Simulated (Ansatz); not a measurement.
This cell of InN (zinc blende) is off equilibrium:

```xyz
4
Lattice="0.0000 4.9992 4.9992 2.4996 2.4996 4.9992 2.4996 2.4996 0.0000" Properties=species:S:1:pos:R:3 pbc="T T T"
N      3.7494     3.7494     3.8494
N      3.7494     6.2490     6.1490
In     0.0000     0.0000     0.0000
In     2.4996     4.9992     2.4996
```

These are r2SCAN (plane waves to 500 eV, PAW, scalar-relativistic; Ansatz, an electronic-structure program) values and carry that method's errors. k mesh 11×11×11 (Γ-centred), Fermi-Dirac smearing 0.05 eV. Compression counts positive. With partly filled bands, energies and forces of such displacements shift with the k mesh and the smearing. At this level the bands of InN touch or barely overlap; measurements give the solid a gap. InN was relaxed with its symmetry unable to fall.

### Question
What forces act on the atoms (eV/Å, Cartesian)?

### Answer
```tsv
atom	Fx	Fy	Fz
N1	0.000	0.000	-1.699
N2	0.000	0.000	1.699
In3	0.000	0.000	0.000
In4	0.000	0.000	0.000
```

### Question
What is the stress tensor (GPa)?

### Answer
```
    1.4      0.0      0.0
    0.0      1.4      0.0
    0.0      0.0     -0.1
```
The pressure, a third of the trace, is 0.9 GPa.

(A displaced cell: forces are minus the slopes of the energy, force constants its curvatures, and phonons follow from these.)
